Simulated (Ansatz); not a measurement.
## Be: changes ranked by their effect on the pressure

```xyz
1
Lattice="-1.2531 1.2531 1.2531 1.2531 -1.2531 1.2531 1.2531 1.2531 -1.2531" Properties=species:S:1:pos:R:3 pbc="T T T"
Be    0.0000    0.0000    0.0000
```

Structure from Materials Project entry mp-20 (possibly hypothetical), not relaxed further.

Level of theory: DFT, PBE, all-electron LAPW, scalar-relativistic (Ansatz 0.2.0).

Numerical set-up: a Γ-centred 23×23×23 k mesh, Fermi–Dirac smearing of 0.03 eV, basis error target 0.25 meV/atom, no spin polarisation.

In this reference run the pressure is -0.9 GPa (positive in compression). Each change below is made alone, on the same k mesh, with fractional coordinates held unless an atom is moved; x, y and z are the Cartesian axes.

(1) Order the changes by the shift of the pressure, most negative first.
A. no relativity
B. volume scaled by 1.03
C. volume scaled by 0.99
D. equal xy, yz and zx engineering shear strains of -3 %
E. volume scaled by 1.02
F. volume scaled by 1.01

## Answers

(1) B (-3.4 GPa), E (-2.3 GPa), F (-1.2 GPa), A (0.0 GPa), D (+0.6 GPa), C (+1.2 GPa).
